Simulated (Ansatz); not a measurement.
## AgCl under compression: one row to predict

It comes from a database structure that was distorted and then relaxed.

The calculation used DFT PBE, scalar-relativistic, plane waves, PAW (Ansatz). Settings of the last relaxation (2-atom cell): 420 eV, 8×8×8 k points, Gaussian smearing of 0.02 eV, no spin polarisation.

```
Ag Cl
1.0
     0.00000    2.80589    2.80589
     2.80589    0.00000    2.80589
     2.80589    2.80589    0.00000
Ag Cl
1 1
Cartesian
  0.0000 0.0000 0.0000
  2.8059 2.8059 2.8059
```

The cell was set to several volumes, with shape and atoms relaxed at each where symmetry leaves them free. Pressure is positive in compression, and energies count from the lowest row.

| row | V (Å³/atom) | P (GPa) | ΔE (meV/atom) | gap on mesh (eV) |
| --- | --- | --- | --- | --- |
| 1 | 19.440 | 7.49 | 54.2 | 0.91 |
| 2 | 20.103 | 5.06 | 28.4 | 0.90 |
| 3 | 20.765 | ? | ? | ? |
| 4 | 21.428 | 1.38 | 2.8 | 0.91 |
| 5 | 22.091 | -0.01 | 0.0 | 0.92 |
| 6 | 22.754 | -1.15 | 2.5 | 0.94 |
| 7 | 23.416 | -2.10 | 9.2 | 0.95 |
| 8 | 24.300 | -3.11 | 23.7 | 0.98 |

Q: Find B = −V·ΔP/ΔV from rows 4 and 6 and from rows 1 and 2, and from the two its slope B′ and its value B0 at zero pressure.

A: Rows 4 and 6 give −(21.428 + 22.754)/2 × (-1.15 − (1.38))/(22.754 − 21.428) = 42.1 GPa at a mean pressure of 0.11 GPa. Rows 1 and 2 give −(19.440 + 20.103)/2 × (5.06 − (7.49))/(20.103 − 19.440) = 72.5 GPa at a mean pressure of 6.28 GPa. So B′ = (72.5 − 42.1)/(6.28 − (0.11)) = 4.93 and B0 = 42.1 − 4.93 × (0.11) = 41.6 GPa. A third-order Birch–Murnaghan fit to all the energies gives B0 = 41.9 GPa and B′ = 5.3.

Q: Estimate the pressure and energy of row 3.

A: From row 5, V0 = 22.091 × (1 + (-0.01)/41.6) = 22.086 Å³/atom. Murnaghan's form P = (B0/B′)·[(V0/V)^B′ − 1] gives (41.6/4.93) × [(22.086/20.765)^4.93 − 1] = 3.00 GPa; the computed pressure is 3.04 GPa, so the estimate is off by -0.04 GPa. The work of compression from row 4, with the mean of the two pressures, gives ΔE = 2.8 + (3.00 + 1.38)/2 × (21.428 − 20.765)/160.2 × 1000 = 11.9 meV/atom (1 eV/Å³ = 160.2 GPa); the computed value is 11.8 meV/atom.

Q: Fit the gap against pressure through the other rows and estimate it at the computed pressure of row 3.

A: Over the 7 rows the mean pressure is 1.0800 GPa and the mean gap is 0.930 eV. The sums of products of deviations are S_xx = 90.85 and S_xy = -0.5381, so the slope is -0.5381/90.85 = -0.005923 (r = -0.81, rms misfit 0.02 eV). At 3.04 GPa the line gives 0.930 + (-0.005923) × (3.04 − 1.0800) = 0.92 eV. The computed value is 0.91 eV, so the line is off by +0.01 eV, less than the largest miss among the fitted rows (0.03 eV). The rows follow a line poorly: the gap bends, or the lowest transition changes along the series.

Kohn–Sham gaps at this level usually fall short of measured ones. All volumes keep the k mesh of the relaxed cell. Symmetry constrained the relaxation, so the result can be a saddle point.
